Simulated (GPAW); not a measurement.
CuO:

```xyz
4
Lattice="3.4221 0.0000 0.0000 0.0000 3.4221 0.0000 0.0000 0.0000 4.2605" Properties=species:S:1:pos:R:3 pbc="T T T"
Cu    0.0000    1.7110    0.0000
Cu    1.7110    0.0000    2.1302
O     0.0000    0.0000    1.0651
O     0.0000    0.0000    3.1953
```

Measurements of this composition are mostly on another form, of space group No. 15.

Base run:

| Quantity | Value |
| --- | --- |
| Program | GPAW 26.7.0 |
| Functional | PBE |
| Potentials or basis | GPAW PAW data sets (gpaw-data 1.2.1) |
| Cutoff | 800 eV |
| Basis | pw |
| k mesh | 8 × 8 × 6 |
| Occupations | fermi-dirac, width 0.05 eV |
| Spin | no spin polarisation |

Its results: band gap on the k mesh none (metal or under the smearing width); pressure -1.6 GPa.

Task: The run is repeated on the same cell with these changes: potentials or basis from GPAW PAW data sets (gpaw-data 1.2.1) to JTH PAW 2.0, PBE; valence electrons from 34 to 50. What comes out?

Result: Band gap on the k mesh none (metal or under the smearing width); pressure -3.3 GPa.

Caveats: the run has no spin polarisation, though such a crystal can be magnetic; semilocal functionals often make such compounds metallic where correlation or magnetic order opens a gap, which also shifts bond lengths; with this Cu data set, volumes or pressures lay over 1.5 % or 2 GPa off other programs in two to four cells of ten (some runs); the program truncates these outside data sets (some runs).
